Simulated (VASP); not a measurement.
Pt:

```
Pt
1.0
     0.00000    1.96090    1.96090
     1.96090    0.00000    1.96090
     1.96090    1.96090    0.00000
Pt
1
Direct
  0.00000 0.00000 0.00000
```

Base run:

```yaml
Program: VASP 6.6.1
Functional: SCAN
Potentials_or_basis: VASP PAW PBE potentials, release 64 (Pt)
Cutoff: 520 eV
k_mesh: 12 × 12 × 12
Occupations: fermi-dirac, width 0.05 eV
Spin: no spin polarisation
```

Its results: pressure -5.2 GPa.

**Question.** The run is repeated on the same cell with these changes: functional from SCAN to rSCAN; further incar settings from ALGO = Normal; EDIFF = 1e-06 to ALGO = Normal; EDIFF = 1e-06; NBANDS = 11. What comes out?

**Answer.** Pressure 5.0 GPa.

Caveats: the PAW data sets were made with another functional, which shifts forces and pressure a little.
